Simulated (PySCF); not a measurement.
A mixed set of molecules. Computed, not measured: TDDFT CAM-B3LYP/def2-SVPD, vertical, gas phase, core orbitals frozen in the response in PySCF. Geometries: GFN2-xTB; one conformer of each isolated species. Triplets are in the Tamm–Dancoff approximation. 'Strongest' means the level of largest summed f among the lowest 8 singlets; it needn't be the same kind of state in each. Ions are computed without counter-ions or solvent.

Question: Rank by computed HOMO energy, lowest first.
A. `[SiH3]n1ccnn1` (C2H5N3Si)
B. `[NH3+]c1ccccc1` ([C6H8N]+)
C. `C[P+]1(P)CC1` ([C3H9P2]+)
D. `C[C@@H]1[SiH2]C[Si@H]1P` (C3H11PSi2)
E. `CCOC(C)C` (C5H12O)
F. `C(F)=C` (C2H3F)
G. `COc1pcc(C)s1` (C5H7OPS)

Answer: C (-14.47 eV), B (-13.09 eV), F (-9.25 eV), A (-9.02 eV), E (-8.75 eV), D (-8.56 eV), G (-7.06 eV).

```
                 SMILES  HOMO (eV)  α (au)  f (S1)  S1 (eV)  f (strongest)  LUMO (eV)      S1 mainly
           C[P+]1(P)CC1     -14.47    78.8   0.147     6.60           0.19      -4.43      H→L (90%)
         [NH3+]c1ccccc1     -13.09    69.7   0.005     5.57           0.58      -4.01    H→L+1 (44%)
                   C=CF      -9.25    26.8   0.045     7.50           0.33       1.29    H→L+1 (96%)
          [SiH3]n1ccnn1      -9.02    66.5   0.005     5.59           0.09       0.72  H-1→L+1 (43%)
               CCOC(C)C      -8.75    68.3   0.014     7.22           0.06       1.42      H→L (90%)
C[C@@H]1[SiH2]C[Si@H]1P      -8.56   113.8   0.004     6.09           0.28       0.72      H→L (79%)
           COc1pcc(C)s1      -7.06   106.7   0.124     4.46           0.30       0.15      H→L (96%)
```

H and L stand for HOMO and LUMO.
